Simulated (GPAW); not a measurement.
# KCl: one-shot levels on a semilocal density with r2SCAN

Crystal: KCl.

```
K Cl
1.0
     3.83920    0.00000    0.00000
     0.00000    3.83920    0.00000
     0.00000    0.00000    3.83920
K Cl
1 1
Direct
  0.00000 0.00000 0.00000
  0.50000 0.50000 0.50000
```

Measurements of this composition are mostly on another form, of space group No. 225.

```json
{"Program": "GPAW 26.7.0", "Task": "one-shot levels on a semilocal density", "Functional": "r2SCAN", "Potentials or basis": "GPAW PAW data sets (gpaw-data 1.2.1)", "Cutoff": "500 eV", "Basis": "pw", "k mesh": "3 × 3 × 3", "Occupations": "fermi-dirac, width 0.001 eV", "Spin": "no spin polarisation", "symmetry": "point_group=False", "Maxiter": "150", "Eps inf used": "2.356", "Eps inf from": "RPA with local fields on PBE states, same cell", "Exx fractions": "r2SCAN0 0.25, r2SCANh 0.1, r2SCAN50 0.5, r2SCAN-EpsX 0.424"}
```

| Property | Result |
| --- | --- |
| Band gap on the k mesh | 5.64 eV, indirect (least direct gap 5.75 eV) |

Levels at points of the mesh, in eV from the valence-band top:
```tsv
k point	band 5	band 6	band 7	band 8	band 9	band 10	band 11	band 12
(0.00, 0.00, 0.00)	-11.69	-0.11	-0.11	-0.11	5.64	7.22	7.22	11.41
```

Band gaps from one-shot exact exchange on these states (eV): r2scan0 7.40, r2scanh 6.34, r2scan50 9.15, r2scan_epsx 8.62

Wall time 47 s on 1 thread of Arm Neoverse V1 (shared host), peak memory 0.28 GiB.

Caveat: the k mesh is coarse (spacing up to 0.55 Å⁻¹), so the values aren't converged; energy and the plain gap are those of the semilocal run; the hybrids' values are one shot on its orbitals and mesh; an odd mesh through Γ misses points on the zone boundary, where band edges often lie. r2SCAN opens gaps a little over a GGA but as a rule still falls short of measured ones.
